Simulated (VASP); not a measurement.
## MgO in VASP 6.6.1, single-point calculation

INCAR

```
LCHARG = .FALSE.
IBRION = -1
LREAL = .FALSE.
ENCUT = 700
ISYM = 1
GGA = PE
LWAVE = .FALSE.
ISIF = 2
NSW = 0
ISMEAR = -1
NELM = 120
LASPH = .TRUE.
EDIFF = 1E-7
NBANDS = 16
SIGMA = 0.02
PREC = Accurate
```

KPOINTS

```
KPOINTS created by Atomic Simulation Environment
0
Gamma
12 12 6
0 0 0
```

POSCAR

```
Mg O
 1.0000000000000000
     3.2882172281021651   -0.0000000000288675    0.0000000000000000
    -1.6441086140260825    2.8476796527125590    0.0000000000000000
     0.0000000000000000    0.0000000000000000    5.1853972629999996
 Mg  O
   2   2
Cartesian
  0.0000000000166669  1.8984531017987498 -0.0298460678254305
  1.6441086140594163  0.9492265508849412  2.5628525636745683
  0.0000000000166669  1.8984531017987498  1.9743700414504304
  1.6441086140594163  0.9492265508849412  4.5670686729504304
```

The recommended PBE PAW datasets give the neutral cell 16 valence electrons.

Command

```
mpirun -np 1 vasp_std
```

Question: How does this run end, and what does it give?

Answer: It converged. Results: gap between bands v and c on the k mesh 3.49 eV; least direct gap on the k mesh 3.49 eV; pressure 0.1 GPa. Band v is the last that the valence electrons fill when counted band by band, and c is the next.

OSZICAR

```
N       E                     dE             d eps       ncg     rms          rms(c)
DAV:   1     0.779478236315E+02    0.77948E+02   -0.87337E+03  2432   0.111E+03
DAV:   2    -0.223968287584E+02   -0.10034E+03   -0.91166E+02  3288   0.217E+02
DAV:   3    -0.277928379326E+02   -0.53960E+01   -0.53766E+01  2912   0.521E+01
DAV:   4    -0.278178892939E+02   -0.25051E-01   -0.25051E-01  2904   0.411E+00
DAV:   5    -0.278180157082E+02   -0.12641E-03   -0.12641E-03  2920   0.281E-01    0.117E+01
DAV:   6    -0.236078246201E+02    0.42102E+01   -0.12499E+01  2432   0.263E+01    0.398E+00
DAV:   7    -0.235521317504E+02    0.55693E-01   -0.18202E-01  2464   0.344E+00    0.222E+00
DAV:   8    -0.235463267704E+02    0.58050E-02   -0.10437E-01  2576   0.354E+00    0.515E-01
DAV:   9    -0.235438184272E+02    0.25083E-02   -0.30874E-03  3048   0.514E-01    0.185E-01
DAV:  10    -0.235446088447E+02   -0.79042E-03   -0.16535E-03  2496   0.269E-01    0.284E-02
DAV:  11    -0.235446322381E+02   -0.23393E-04   -0.15859E-05  2928   0.265E-02    0.211E-02
DAV:  12    -0.235446330362E+02   -0.79800E-06   -0.11119E-05  2480   0.289E-02    0.166E-03
DAV:  13    -0.235446330057E+02    0.30453E-07   -0.40237E-07  2840   0.426E-03
   1 F= -.23544633E+02 E0= -.23544633E+02  d E =-.107277E-11
```

Standard output (part)

```
POSCAR found type information on POSCAR MgO
 POSCAR found :  2 types and       4 ions
 LDA part: xc-table for (Slater+PW92), standard interpolation
 POSCAR, INCAR and KPOINTS ok, starting setup
 WAVECAR not read
 entering main loop
```

For comparison, a separate PBE run of the intended cell, on usual settings and not on those above, gives a gap of 3.49 eV on its mesh and a pressure of 0.3 GPa.
